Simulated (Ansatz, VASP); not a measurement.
# NaH: VASP beside Ansatz

```
Na H
1.0
     0.00000    2.38642    2.38642
     2.38642    0.00000    2.38642
     2.38642    2.38642    0.00000
Na H
1 1
Direct
  0.00000 0.00000 0.00000
  0.50000 0.50000 0.50000
```

Alike in both runs: task relaxation of cell and atoms; functional PBE; dispersion D3(BJ); k mesh 8 × 8 × 8; occupations gaussian, width 0.02 eV; no spin polarisation.

```csv
,VASP,Ansatz
version,VASP 6.6.1,Ansatz 0.2.0
potentials or method,"VASP PAW PBE potentials, release 64 (Na_pv, H)","scalar-relativistic, plane waves, PAW"
plane-wave cutoff (eV),600,420
valence electrons in the cell,8,10
```

```csv
,VASP,Ansatz,Ansatz less VASP
"gap on the k mesh at the Fermi level, each at its own relaxed structure (eV)",3.88,3.89,+0.001
relaxed volume (Å³/atom),13.11,13.13,+0.012
relaxed cell length with the largest relative difference (Å),3.335,3.336,+0.0011
energy change over the relaxation (meV/atom),-1,-1,0.0
```

The two sets of potentials don't hold the same shells in valence.

A k mesh can miss the band edges. As with any semilocal functional, this PBE gap is likely too small.
